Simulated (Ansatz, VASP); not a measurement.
# Two plane-wave programs on Al

```xyz
1
Lattice="-1.5753 1.5753 1.5912 1.5753 -1.5753 1.5912 1.5753 1.5753 -1.5912" Properties=species:S:1:pos:R:3 pbc="T T T"
Al    0.0000    0.0000    0.0000
```

Change from the starting cell: strain -0.0100 x Voigt [1, 1, 0, 0, 0, 0], atoms carried along.

Alike in both runs: task single point; functional PBEsol; k mesh 20 × 20 × 20; occupations gaussian, width 0.15 eV; no spin polarisation.

|  | VASP | Ansatz |
| --- | --- | --- |
| version | VASP 6.6.1 | Ansatz 0.2.0 |
| potentials or method | VASP PAW PBE potentials, release 64 (Al) | scalar-relativistic, plane waves, PAW |
| plane-wave cutoff (eV) | 520 | 420 |
| valence electrons in the cell | 3 | 3 |

|  | VASP | Ansatz | Ansatz less VASP |
| --- | --- | --- | --- |
| gap on the k mesh at the Fermi level (eV) | none | none | - |
| pressure (GPa) | 4.0 | 3.9 | -0.08 |
| largest component of the traceless stress (GPa) | 0.41 | 0.41 | -0.001 |

A gap of «none» marks a metal or a gap that the smearing closes.

Caveats: the PAW data sets were made with another functional, which shifts forces and pressure a little (VASP).
